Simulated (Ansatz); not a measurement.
Zincblende SnSe, relaxed with r2SCAN in Ansatz. Space group F-43m (No. 216), cubic; a = 6.728 Å in the conventional setting, 38.07 Å³ an atom. Sn is surrounded by 4 Se at 2.91 Å; Se is surrounded by 4 Sn at 2.91 Å.

The axes x, y and z are those of this cell:
```xyz
2
Lattice="0.0000 3.3640 3.3640 3.3640 0.0000 3.3640 3.3640 3.3640 0.0000" Properties=species:S:1:pos:R:3 pbc="T T T"
Sn    0.0000    0.0000    0.0000
Se    1.6820    1.6820    1.6820
```

Unstrained: With HSE06 the valence top lies at W and the conduction bottom at X, 0.304 eV higher; the smallest vertical gap, at X, is 1.043 eV. Meshes: HSE06 4×4×4. Strains are changes of length per length. After each strain the atoms were relaxed again with r2SCAN within the symmetry that the strain leaves, so tilts or polar shifts that break it weren't tested; points keep the names that they have in the unstrained zone. No spin polarisation and no zero-point or thermal motion; the cell was built from a prototype and may be hypothetical.

(1) Estimate what isotropic +0.82 % on every length does to the gap.

(2) Estimate what uniaxial -1.81 % along x, other directions held does to the gap.

(3) Estimate what biaxial +1.48 % in x and y, z held does to the gap.

(4) Order the strained cells by their HSE06 gap, smallest first.
A. uniaxial -1.81 % along x, other directions held
B. isotropic +0.82 % on every length
C. biaxial +1.48 % in x and y, z held

## Answers

(1) HSE06: the gap goes from 0.304 to 0.396 eV (+0.092 eV).

(2) HSE06: the gap goes from 0.304 to 0.151 eV (-0.153 eV).

(3) HSE06: the gap goes from 0.304 to 0.355 eV (+0.051 eV).

(4) A (0.15 eV), C (0.35 eV), B (0.40 eV).

Spin-orbit coupling is left out, which matters wherever the heavy atoms make up the band edges.

The meshes of the hybrids are coarse, so their gaps aren't converged to the digits shown.
